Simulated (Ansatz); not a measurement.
This script for a comparison of functionals at one structure of GaSb, space group I-4m2 with Ansatz 0.2.0, Python API holds a mistake.

Script `gasb.py`:
```python
"""Functional comparison for GaSb (totals differ with the potentials too)."""

import ansatz as az
import pandas as pd

gasb = (
    az.Lattice.from_parameters(5.506868, 5.506868, 3.181414, alpha=90, beta=90, gamma=90)
    .space_group(119, hermann_mauguin="I-4m2")
    .atom("Ga", (0.0, 0.5, 0.25))
    .atom("Sb", (0.0, 0.0, 0.0))
    .primitive()
)

model = gasb.calculation()
model = model.basis(41 * az.Ry).occupations("fixed")
model = model.kpoints(6)
model = model.stress().band_table()

rows = []
for value in ["lda", "pbesol", "blyp"]:
    r = model.functional(value).run(threads=1).report
    rows.append((value, r["free_energy_ev"] / len(r["lattice"]["sites"]), r["n_iterations"], sum(r["stress_gpa"][i][i] for i in range(3)) / 3, r["gap_by_band_count_ev"], r["n_kpoints"]))

table = pd.DataFrame(rows, columns=["functional", "F/atom (eV)", "iterations", "P (GPa)", "gap by band count (eV)", "k-points"])
print(table.round(5).to_string(index=False))
```

```console
$ python gasb.py
RunWarning: iter 1: σ=0 fill of 14 bands saw a band overlap (occupied 11.3829 eV > unoccupied 6.6140 eV) — on an unconverged iterate often a transient of an unconverged empty band; one that stands at the close is told there (band_overlap_at_count); if the run fails to converge, the spectrum is likely genuinely metallic at σ=0 — use a smearing of finite width or the tetrahedron method (which not every kind of run takes: see the entry of scf.occupations.method in the input reference), with at [...]
RunWarning: the bands overlap at the fill by count (14 filled at each k-point of a channel): the highest filled level, 11.420455 eV at k-index 3, stands 4.8038 eV over the lowest empty one, 6.616664 eV at k-index 25, so that a fill of the lowest levels lies lower and no gap is reported. A metal, or a carrier in a host's bands, wants a smearing of finite width or the tetrahedron method (`scf.occupations.method`). A defect's level that its images broaden is meant whole, and this fill is then the [...]
functional  F/atom (eV)  iterations  P (GPa)  gap by band count (eV)  k-points
       lda  -5020.99079           7 -0.94174                -4.80379        30
    pbesol  -5075.25503           7  0.42957                -4.82607        30
      blyp  -5146.57665           7  8.46290                -4.71287        30
```
(Warnings from the package without file and line, shortened, repeats left out.)

No error stopped it. What is wrong with the input all the same?

The fault: fixed occupations, though the bands overlap at this level of theory. The change:

```diff
--- before
+++ after
@@ -14,5 +14,5 @@
 model = gasb.calculation()
-model = model.basis(41 * az.Ry).occupations("fixed")
+model = model.basis(41 * az.Ry).occupations("fermi_dirac", width=0.1)
 model = model.kpoints(6)
-model = model.stress().band_table()
+model = model.stress()
 
@@ -21,5 +21,5 @@
     r = model.functional(value).run(threads=1).report
-    rows.append((value, r["free_energy_ev"] / len(r["lattice"]["sites"]), r["n_iterations"], sum(r["stress_gpa"][i][i] for i in range(3)) / 3, r["gap_by_band_count_ev"], r["n_kpoints"]))
+    rows.append((value, r["free_energy_ev"] / len(r["lattice"]["sites"]), r["n_iterations"], sum(r["stress_gpa"][i][i] for i in range(3)) / 3, r["n_kpoints"]))
 
-table = pd.DataFrame(rows, columns=["functional", "F/atom (eV)", "iterations", "P (GPa)", "gap by band count (eV)", "k-points"])
+table = pd.DataFrame(rows, columns=["functional", "F/atom (eV)", "iterations", "P (GPa)", "k-points"])
 print(table.round(5).to_string(index=False))
```

After the fix:

```console
$ python gasb.py
functional  F/atom (eV)  iterations  P (GPa)  k-points
       lda  -5021.34626           6 -3.99211        30
    pbesol  -5075.61462           6 -2.56413        30
      blyp  -5146.92442           7  5.39552        30
```

What to keep in mind:
- BLYP can be off by several per cent in the lattices of metals, and by several GPa in the pressure at a fixed cell.
- The mesh is modest for a metal, so energies can be off by several to tens of meV an atom and pressures by half a GPa or more; differences at equal mesh fare better.
- Pressure is positive in compression.
- This cell is a computed structure, which may not be the phase found in nature.
- Total energies of different functionals can't be compared; pressures, moments and gaps at this one structure can.
- It ran for 12 s on 1 thread of Arm Neoverse V1 (shared host), peak memory 0.48 GiB.
